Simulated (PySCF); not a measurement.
# Si (I4/mmm) in PySCF: density of states with PBEsol

Aim: the density of states of Si with PBEsol.

Program: PySCF 2.14.0. These are calculated values, not measurements. Logs are shortened: lines on timing, memory, paths and dates and some standing lists are left out, and cuts for length are marked.

## Step 1: The crystal as given

The structure is tetragonal, space group I4/mmm (No. 139). Conventional cell: a = 6.651 Å, b = 6.651 Å, c = 3.845 Å, α = 90.00°, β = 90.00°, γ = 90.00°. Si (site symmetry m2m) has 4 Si at 2.34 to 2.38 Å as nearest neighbours.

This isn't the form of Si at room conditions, which is diamond.

## Step 2: Density of states, PBEsol

The input, run.py:

```python
import json
import numpy as np
from pyscf.pbc import gto, scf, dft, df

cell = gto.Cell()
cell.basis = 'DZVP-MOLOPT-SR-GTH-q4'
cell.pseudo = 'GTH-PBE-q4'
cell.fromfile('Si.cif')
cell.ke_cutoff = 50  # hartree
cell.exp_to_discard = 0.02
cell.precision = 1e-08
cell.space_group_symmetry = True
cell.symmorphic = False
cell.max_memory = 5880  # MB
cell.verbose = 4
cell.build()

res = {}
kpts = cell.make_kpts([8, 8, 8], space_group_symmetry=True, time_reversal_symmetry=True)
cell.space_group_symmetry = False  # the mesh holds the operations; no search on the supercells of the integral code
mf = dft.KRKS(cell, kpts, xc='pbesol')
mf = mf.multigrid_numint()
mf = mf.smearing(sigma=0.00183747, method='fermi')  # hartree
mf.conv_tol = 1e-07
mf.max_cycle = 60

mf.kernel()
res.update(converged=bool(mf.converged), e_tot=mf.e_tot, nelec=cell.nelectron, nao=cell.nao, mesh=list(map(int, cell.mesh)), a=cell.lattice_vectors().tolist(), coords=cell.atom_coords().tolist(),
           mo_energy=[np.real(x).tolist() for x in mf.mo_energy], mo_occ=[np.real(x).tolist() for x in mf.mo_occ])
res.update(e_free=mf.e_free, e_zero=mf.e_zero)
res.update(kpts=kpts.kpts_scaled_ibz.tolist(), weights=kpts.weights_ibz.tolist())
res['parts'] = {k: float(np.real(v)) for k, v in mf.scf_summary.items() if np.isscalar(v)}
json.dump(res, open('results.json', 'w'))
if not mf.converged:
    raise SystemExit('SCF not converged')

print('levels (eV)')
for i, kp in enumerate(res['kpts'][:40]):
    print('k %7.4f %7.4f %7.4f  ' % tuple(kp), ' '.join('%.3f' % (x * 27.211386) for x in res['mo_energy'][i][:13]))

mf = mf.to_khf()  # unfold to the whole mesh
kpts = mf.kpts
# Mulliken populations
dm, s = np.asarray(mf.make_rdm1()), np.asarray(mf.get_ovlp())
sites = cell.aoslice_by_atom()[:, 2:]
tot = np.einsum('kij,kji->i', dm, s).real / len(kpts)
res['mulliken'] = [cell.atom_charge(i) - tot[a0:a1].sum() for i, (a0, a1) in enumerate(sites)]
print('Mulliken charges', np.round(res['mulliken'], 5))

# density of states, Gaussians of 0.15 eV
e = np.asarray(mf.mo_energy).real.reshape(1, -1) * 27.211386
ef = mf.get_fermi()
ef = np.max(ef) * 27.211386
x = np.arange(-15, 10.01, 0.1) + round(ef, 1)
dos = np.exp(-((x[:, None, None] - e) / 0.15) ** 2 / 2).sum(-1).T / (0.15 * np.sqrt(2 * np.pi) * len(kpts)) * 2
res.update(dos_e=x.tolist(), dos=dos.tolist())
for a, b in zip(x[::5], dos.T[::5]):
    print('%8.2f' % a, ' '.join('%9.4f' % y for y in b))

# density on a uniform mesh
grids = dft.gen_grid.UniformGrids(cell)
grids.mesh = [27, 27, 27]
grids.build()
ni = dft.numint.KNumInt()
rho = [ni.get_rho(cell, x, grids, kpts) for x in [dm]]
np.save('rho.npy', np.reshape(rho, (-1, *grids.mesh)))
res['done'] = True
json.dump(res, open('results.json', 'w'))
```

The input, Si.cif:

```cif
data_Si
_cell_length_a 5.08062261
_cell_length_b 5.08062261
_cell_length_c 5.08062261
_cell_angle_alpha 98.23122949
_cell_angle_beta 98.23122949
_cell_angle_gamma 135.53375083
_space_group_name_H-M_alt 'P1'
_space_group_name_Hall 'P 1'
_space_group_IT_number 1
loop_
_space_group_symop_operation_xyz
'x,y,z'
loop_
_atom_site_label
_atom_site_type_symbol
_atom_site_symmetry_multiplicity
_atom_site_Wyckoff_symbol
_atom_site_fract_x
_atom_site_fract_y
_atom_site_fract_z
_atom_site_occupancy
Si1 Si 1 a 0.8211989400 0.1788010600 0.0000000000 1
Si2 Si 1 a 0.1788010600 0.8211989400 0.0000000000 1
Si3 Si 1 a 0.8211989400 0.8211989400 0.6423978800 1
Si4 Si 1 a 0.1788010600 0.1788010600 0.3576021200 1
```

Potentials or basis: DZVP-MOLOPT-SR/GTH-PBE (potentials made for PBE).

Started as:

```sh
> OMP_NUM_THREADS=4 python -u run.py > log
```

Output:

```text
Discarded 0 diffused primitive functions, 0 contracted functions
time reversal: False
k-points in IBZ                         weights
  0:  0.000000,  0.000000,  0.000000    1/512
  1:  0.500000, -0.000000,  0.500000    4/512
  2:  0.500000,  0.500000, -0.000000    2/512
  3:  0.500000,  0.500000,  0.500000    1/512
  4:  0.625000, -0.000000,  0.375000    8/512
  5:  0.625000,  0.375000, -0.000000    4/512
[... 51 lines left out ...]
 57:  0.875000,  0.875000,  0.750000    8/512
 58:  0.875000,  0.875000,  0.875000    8/512

******** <class 'pyscf.pbc.scf.smearing.SmearingKsymAdaptedKRKS'> ********
method = SmearingKsymAdaptedKRKS
initial guess = minao
damping factor = 0
level_shift factor = 0
DIIS = <class 'pyscf.scf.diis.CDIIS'>
diis_start_cycle = 1
diis_space = 8
diis_damp = 0
SCF conv_tol = 1e-07
SCF conv_tol_grad = None
SCF max_cycles = 60
direct_scf = True
direct_scf_tol = 1e-13

******** PBC SCF flags ********
N kpts (BZ) = 512
N kpts (IBZ) = 59
Exchange divergence treatment (exxdiv) = ewald
    madelung (= occupied orbital energy shift) = 0.0422052476185476
    Total energy shift due to Ewald probe charge = -1/2 * Nelec*madelung = -0.337641980948
DF object = <pyscf.pbc.df.fft.FFTDF object>
XC functionals = pbesol
small_rho_cutoff = 0
Uniform grid, mesh = [33 33 33]
Set gradient conv threshold to 0.000316228
nelec by numeric integration = 16.000000000000142
init E= -15.5413140153273
    sigma = 0.00183747  Optimized mu = 0.223541089095  entropy = 0.0143875230184
nelec by numeric integration = 15.999999999997643
    Total E(T) = -15.6948883915822  Free energy = -15.6949148282241  E0 = -15.6949016099032
cycle= 1 E= -15.6948883915822  delta_E= -0.154  |g|= 0.255  |ddm|= 27.2
    sigma = 0.00183747  Optimized mu = 0.214589265992  entropy = 0.007861406026
nelec by numeric integration = 15.999999999997376
    Total E(T) = -15.6955410987714  Free energy = -15.6955555438692  E0 = -15.6955483213203
cycle= 2 E= -15.6955410987714  delta_E= -0.000653  |g|= 0.0885  |ddm|= 1.21
    sigma = 0.00183747  Optimized mu = 0.217457300194  entropy = 0.00951890098046
nelec by numeric integration = 15.999999999997693
    Total E(T) = -15.69564162951  Free energy = -15.695659120205  E0 = -15.6956503748575
cycle= 3 E= -15.69564162951  delta_E= -0.000101  |g|= 0.0383  |ddm|= 0.369
    sigma = 0.00183747  Optimized mu = 0.217068374002  entropy = 0.00961272640247
nelec by numeric integration = 15.999999999997549
    Total E(T) = -15.6956604333625  Free energy = -15.6956780964589  E0 = -15.6956692649107
cycle= 4 E= -15.6956604333625  delta_E= -1.88e-05  |g|= 0.00368  |ddm|= 0.0954
    sigma = 0.00183747  Optimized mu = 0.217055419061  entropy = 0.00957151143548
nelec by numeric integration = 15.999999999997563
    Total E(T) = -15.6956606850643  Free energy = -15.6956782724294  E0 = -15.6956694787468
cycle= 5 E= -15.6956606850643  delta_E= -2.52e-07  |g|= 8.64e-05  |ddm|= 0.00865
    sigma = 0.00183747  Optimized mu = 0.217055320482  entropy = 0.00956851924549
nelec by numeric integration = 15.999999999997568
    Total E(T) = -15.6956606906912  Free energy = -15.6956782725583  E0 = -15.6956694816248
cycle= 6 E= -15.6956606906912  delta_E= -5.63e-09  |g|= 5.01e-06  |ddm|= 0.000407
    sigma = 0.00183747  Optimized mu = 0.217055313731  entropy = 0.00956889868053
nelec by numeric integration = 15.999999999997565
    Total E(T) = -15.6956606899944  Free energy = -15.6956782725587  E0 = -15.6956694812766
Extra cycle  E= -15.6956606899944  delta_E= 6.97e-10  |g|= 2.61e-06  |ddm|= 4.07e-05
converged SCF energy = -15.6956606899944
levels (eV)
k  0.0000  0.0000  0.0000   -6.265 -2.021 0.225 0.225 1.986 4.326 4.326 5.277 7.205 7.415 7.415 8.107 8.107
k  0.5000 -0.0000  0.5000   -4.290 -2.431 -1.677 -0.346 1.416 2.276 3.441 4.391 6.623 8.199 8.903 9.489 10.052
k  0.5000  0.5000 -0.0000   -5.260 -4.321 0.446 0.850 2.974 3.803 3.919 4.189 7.417 7.697 7.779 9.926 10.173
k  0.5000  0.5000  0.5000   -4.049 -4.049 -3.402 0.769 2.869 5.597 5.822 5.822 6.146 8.968 9.365 9.846 10.357
k  0.6250 -0.0000  0.3750   -4.840 -1.853 -1.718 0.062 1.543 2.319 3.681 3.705 6.758 7.725 9.027 9.567 11.016
k  0.6250  0.3750 -0.0000   -5.549 -3.894 0.401 0.720 3.255 3.830 3.864 4.208 6.976 7.608 7.746 9.229 10.701
[... 32 lines left out ...]
k  0.8750  0.3750  0.3750   -4.479 -3.630 -1.878 1.292 1.973 2.027 4.396 4.843 7.996 8.271 9.866 9.906 10.033
k  0.8750  0.3750  0.5000   -4.751 -3.278 -1.848 1.332 1.906 2.252 4.141 4.559 8.161 8.587 8.985 9.727 10.104
Mulliken charges [ 0.  0. -0. -0.]
   -9.20    0.0000
   -8.70    0.0000
   -8.20    0.0000
   -7.70    0.0000
   -7.20    0.0000
   -6.70    0.0003
[... 43 lines left out ...]
   15.30    1.8090
   15.80    1.5458
```

Run time: 15 min. Hardware: 4 threads of Intel Xeon at 2.50GHz (Skylake/Cascade Lake), shared host; peak memory 5.5 GiB.

Results:

```yaml
Free_energy: -427.1012 eV
Band_gap_on_the_k_mesh: 0.17 eV, indirect (least direct gap 0.32 eV)
```

Levels at points of the mesh, in eV from the valence-band top:
```tsv
k point	band 4	band 5	band 6	band 7	band 8	band 9	band 10	band 11	band 12	band 13
(0.00, 0.00, 0.00)	-5.60	-3.84	-1.50	-1.50	-0.55	1.38	1.59	1.59	2.29	2.29
(0.50, 0.00, 0.50)	-6.17	-4.41	-3.55	-2.38	-1.43	0.80	2.38	3.08	3.67	4.23
(0.50, 0.50, 0.00)	-4.97	-2.85	-2.02	-1.90	-1.63	1.59	1.88	1.96	4.10	4.35
(0.50, 0.50, 0.50)	-5.05	-2.95	-0.23	0.00	0.00	0.32	3.15	3.54	4.02	4.53
```

States per cell in windows of 0.5 eV (zero at the valence-band top; states under -8 eV left out):
```
from (eV)  total
     -8.0   0.77
     -7.5   0.37
     -7.0   0.46
     -6.5   0.52
     -6.0   0.57
     -5.5   0.41
     -5.0   0.75
     -4.5   0.71
     -4.0   0.97
     -3.5   1.18
     -3.0   1.24
     -2.5   1.40
     -2.0   1.31
     -1.5   0.79
     -1.0   0.38
     -0.5   0.12
      0.0   0.10
      0.5   0.56
      1.0   0.85
      1.5   1.09
      2.0   1.41
      2.5   1.24
      3.0   1.30
      3.5   1.25
      4.0   1.19
      4.5   1.16
      5.0   1.20
      5.5   1.18
      6.0   1.09
      6.5   1.12
      7.0   0.85
      7.5   0.93
```

Caveat: the basis of atomic orbitals isn't converged, which shifts pressures, moduli and gaps.
